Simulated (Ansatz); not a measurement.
Here is the system:

RuO2 (rutile)

```xyz
6
Lattice="4.4799 0.0000 0.0000 0.0000 4.4799 0.0000 0.0000 0.0000 3.1069" Properties=species:S:1:pos:R:3 pbc="T T T"
Ru     2.2400     2.2400     1.5535
Ru     0.0000     0.0000     0.0000
O      3.6078     3.6078     1.5535
O      1.3678     3.1121     0.0000
O      3.1121     1.3678     0.0000
O      0.8721     0.8721     1.5535
```

In each cell atom 1 (Ru, nearest neighbour O at 1.934 Å; its periodic images, 3.1 Å or more away, move with it) moves by s·(0.577, 0.577, 0.577) (along Cartesian [111]), the rest being held.

All values below come from r2SCAN (plane waves to 500 eV, PAW, scalar-relativistic; Ansatz, a first-principles code). k mesh 9×9×12 (Γ-centred), Fermi-Dirac smearing 0.05 eV. The energy includes the smearing's −TS. With partly filled bands, energies and forces of such displacements shift with the k mesh and the smearing. RuO2 is run without spin polarisation and with no Hubbard U. RuO2 was relaxed with its symmetry unable to fall. The zero of ΔE is the undisplaced structure.

The scan covers s from -0.390 to 0.390 Å in 11 points.

Q: Is this a single well or a double well?

A: A single well with its minimum at or next to zero displacement.

Q: Is the energy the same for equal positive and negative displacements?

A: Even: the same for both signs. With its periodic images moving along, the atom's site symmetry in this cell is mmm.

Q: What is the force constant k = d²E/ds² of this move at s = 0?

A: 26.0 eV/Å².

(For displaced atoms, the force is minus the slope of the energy, and its curvature is a force constant, which sets phonon frequencies.)
